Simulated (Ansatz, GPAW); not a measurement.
Given: the input of a run of Ansatz 0.2.0 on TiSe. 

input.yaml

```yaml
crystal:
  lattice:
    - [3.559, 0.0, 0.0]
    - [-1.7795, 3.0821844121, 0.0]
    - [0.0, 0.0, 6.22]
  atoms:
    - { symbol: Se, position: [0.6666666667, 0.3333333333, 0.75] }
    - { symbol: Se, position: [0.3333333333, 0.6666666667, 0.25] }
    - { symbol: Ti, position: [0.0, 0.0, 0.5] }
    - { symbol: Ti, position: [0.0, 0.0, 0.0] }
hamiltonian:
  xc: pbesol
  pseudopotentials: { kind: paw }
kpoints:
  mp_grid: { grid: [9, 9, 5] }
scf:
  occupations: { method: gaussian, width: 0.02 }
output:
  forces: true
  stress: true
  eigenvalues: true
```

Potentials or basis: Ansatz PAW.

The run is started by

```sh
$ ansatz run input.yaml --threads 1 --pin off --max-ram 3584MiB --backend cpu --events-out ev --progress --plain --runs-dir out
```

Set up the same calculation for GPAW 26.7.0 (ASE script). Potentials or basis there: PAW data sets generated for this functional, cutoff 600 eV.

As run (cutoffs and basis follow the program's own potentials, and thresholds, step limits or extra output files can differ):

The input run.py:

```python
from ase import Atoms
from ase.dft.bandgap import bandgap
from ase.io import write
from ase.units import GPa
from gpaw import GPAW, PW, setup_paths

setup_paths.insert(0, '.')

atoms = Atoms(['Se', 'Se', 'Ti', 'Ti'],
              cell=[[3.559, 0.0, 0.0],
                    [-1.7795, 3.0821844121, 0.0],
                    [0.0, 0.0, 6.22]],
              scaled_positions=[[0.6666666667, 0.3333333333, 0.75],
                                [0.3333333333, 0.6666666667, 0.25],
                                [0.0, 0.0, 0.5],
                                [0.0, 0.0, 0.0]],
              pbc=True)

calc = GPAW(mode=PW(600),
            xc='PBEsol',
            kpts={'size': (9, 9, 5), 'gamma': True},
            occupations={'name': 'methfessel-paxton', 'order': 0, 'width': 0.02},
            nbands=34,
            convergence={'density': 1e-05, 'energy': 1e-05},
            maxiter=150,
            txt='gpaw.txt')
atoms.calc = calc
energy = atoms.get_potential_energy()
forces = atoms.get_forces()
stress = atoms.get_stress()
calc.write('gs.gpw')
write('result.traj', atoms)
print(f'Energy: {energy:.6f} eV')
print('Forces (eV/A):')
print(forces.round(4))
print('Stress (GPa):', (stress / GPa).round(3))
print('Fermi level:', round(calc.get_fermi_level(), 4), 'eV')
print(f'Gap: {bandgap(calc)[0]:.4f} eV, direct: {bandgap(calc, direct=True)[0]:.4f} eV')
```

Potentials or basis: PAW data sets generated in the run's folder for this functional, pw.

Command:

```bash
$ gpaw-setup -f PBEsol Se Ti
$ OMP_NUM_THREADS=1 python run.py
```

Both were run:

|  | Ansatz | GPAW |
| --- | --- | --- |
| Pressure | -0.7 GPa | -0.7 GPa |

Ansatz's pressure holds a Pulay term of +0.02 GPa for its cutoff of 420 eV, which the other run lacks.

The potentials hold 56 and 36 valence electrons a cell.

Ansatz's potentials were made for PBE.

Where Ansatz's input types no cutoff or centring, it takes its own default and a Γ-centred mesh.

Pressure is positive in compression.
